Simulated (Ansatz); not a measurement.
## Al in Ansatz: convergence with ecutfock ratio

Input of the first run (ecutfock ratio 1); the others differ in this setting and in those tied to it:

Contents of input.yaml:

```yaml
crystal:
  lattice:
    - [2.72176, 0.0, 0.0]
    - [0.0, 2.72176, 0.0]
    - [0.0, 0.0, 2.72176]
  atoms:
    - { symbol: Al, position: [0.0, 0.0, 0.0] }
hamiltonian:
  xc: pbe0
  pseudopotentials: { kind: nc, source: spms }
kpoints:
  mp_grid: { grid: [5, 5, 5] }
scf:
  occupations: { method: fermi_dirac, width: 0.1 }
  exx: { ecutfock_ratio: 1 }
output:
  forces: true
  stress: true
  eigenvalues: true
```

Potentials or basis: SPMS NC.

Command:

```bash
$ ansatz run input.yaml --threads 2 --pin off --max-ram 5632MiB --backend cpu --events-out ev --progress --plain --runs-dir out
```

The cell was built by a generator and needn't be a form met in nature.

Hardware: 2 threads of Arm Neoverse V2, with other jobs on the host.

```csv
ecutfock ratio,"energy less the tightest run, at zero smearing (meV/atom)",SCF cycles,CPU time (s),peak memory (GiB)
1,0.00,15,1.7,0.24
2,0.00,15,1.6,0.27
3,0.00,15,1.6,0.27
4,0.00,15,1.7,0.29
```

Against the tightest run, the energy stays within 1 meV/atom from 1 on. The tightest run that finished is the yardstick and may itself not be fully converged.

Caveat, for the tightest run too: the k mesh is coarse (spacing up to 0.46 Å⁻¹), so the values aren't converged, least of all with exact exchange.
